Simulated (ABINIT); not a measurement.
Input of an ABINIT 10.8.3 (patched build) run:

Contents of run.abi:

```
# Pseudopotentials
pp_dirpath "./"
pseudos "Ga.GGA_PBE-JTH.xml, P.GGA_PBE-JTH.xml"

# Structure
acell 3*1.0
rprim
     0.0000000000     5.1499761211     5.1499761211
     5.1499761211     0.0000000000     5.1499761211
     5.1499761211     5.1499761211     0.0000000000
ntypat 2
znucl 31 15
natom 2
typat 1 2
xred
     0.0000000000     0.0000000000     0.0000000000
     0.7500000000     0.7500000000     0.7500000000

# Plane-wave basis
ecut 15.0
pawecutdg 30.0

# k points
kptopt 1
ngkpt 6 6 6
nshiftk 1
shiftk 0.0 0.0 0.0

# Exchange and correlation
ixc -116133

# Bands and occupations
nband 13
occopt 3
tsmear 0.05 eV

# SCF cycle
nstep 100
tolvrs 1.0e-9

# Output
iomode 3
prtwf 0
prtden 0
prteig 0
prtebands 0
```

Potentials or basis: JTH PAW PBE v2.0.

Command:

```sh
$ abinit run.abi > log 2>&1
```

Problem. Estimate the pressure.

Solution. -0.5 GPa.

Problem. Predict the band gap on the k mesh.

Solution. 1.52 eV, indirect (least direct gap 1.74 eV).

Caveat: the PAW data sets were made with another functional, which shifts forces and pressure a little.

**Experimental background.**

“Stacking defects in GaP nanowires: Electronic structure and optical properties”, 2018, arxiv:1810.01194 quotes, for a bulk crystal of GaP at 10 K: band gap 2.34 eV (indirect).

A measured gap of GaP is 2.34 eV (indirect; 10 K; quoted in “Stacking defects in GaP nanowires: Electronic structure and optical properties”, 2018, arxiv:1810.01194); the calculated 1.52 eV misses it by -0.82 eV. Spin-orbit coupling on Ga is left out. The value is that of PBEsol on a finite k mesh, which can miss the band edges, without temperature or zero-point motion. Semilocal functionals fall short of measured gaps as a rule.
